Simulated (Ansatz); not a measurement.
**HfO2: random displacements**

Method: DFT PBE, scalar-relativistic, plane waves, PAW in Ansatz 0.2.0. Settings: plane waves to 420 eV, k-mesh 6×6×6 (Γ-centred), Gaussian smearing 0.05 eV. Spin–orbit coupling is left out, which matters for the heavy elements here. No spin polarisation. Energies are free energies at this smearing, counted from the undisturbed cell; pressure is positive in compression.

The undisturbed cell (relaxed at this level; this fluorite-type form isn't the usual structure):

```xyz
12
Lattice="5.0976 0.0000 0.0000 0.0000 -5.0976 0.0000 0.0000 0.0000 -5.0976" Properties=species:S:1:pos:R:3 pbc="T T T"
Hf    0.0000    0.0000    0.0000
Hf    2.5488   -2.5488    0.0000
Hf    2.5488    0.0000   -2.5488
Hf    0.0000   -2.5488   -2.5488
O     1.2744   -1.2744   -1.2744
O     3.8232   -3.8232   -1.2744
O     3.8232   -1.2744   -3.8232
O     1.2744   -3.8232   -3.8232
O     3.8232   -3.8232   -3.8232
O     1.2744   -1.2744   -3.8232
O     1.2744   -3.8232   -1.2744
O     3.8232   -1.2744   -1.2744
```

The atoms are displaced (Å, in the unstrained cell):

```tsv
atom	ux	uy	uz
Hf1	-0.060	0.549	0.194
Hf2	0.251	0.072	0.181
Hf3	0.188	0.206	-0.181
Hf4	-0.189	-0.187	0.161
O5	-0.490	-0.169	0.302
O6	0.106	0.048	0.085
O7	0.028	-0.193	-0.100
O8	0.349	-0.352	-0.222
O9	0.206	-0.187	-0.146
O10	0.208	0.192	0.215
O11	-0.411	0.076	-0.336
O12	-0.186	-0.055	-0.153
```

Strain (Voigt, engineering shear): (-0.0137, -0.0179, -0.0157, -0.0143, -0.0031, 0.0223).

What are the energy change, the stress and the forces?

ΔE = 1780.4 meV/atom; stress (xx, yy, zz, yz, xz, xy; compression positive) (100.78, 56.89, 86.49, 1.69, -14.94, -20.94) GPa; gap on the mesh 0.69 eV.
```tsv
atom	Fx (eV/Å)	Fy	Fz
Hf1	32.14	-24.38	-28.87
Hf2	-9.31	2.43	-6.39
Hf3	-2.28	-7.09	6.65
Hf4	-2.59	17.24	-5.97
O5	1.75	-0.08	1.19
O6	-8.65	-1.66	0.42
O7	5.04	4.74	2.89
O8	0.10	8.07	-3.23
O9	-26.81	15.17	26.93
O10	-1.20	-4.51	0.75
O11	14.82	-10.77	5.52
O12	-3.01	0.84	0.10
```

Cost: 1 run of about 5.7 core-minutes, on Intel Xeon Processor @ 2.50GHz (Skylake/Cascade Lake) (shared hosts).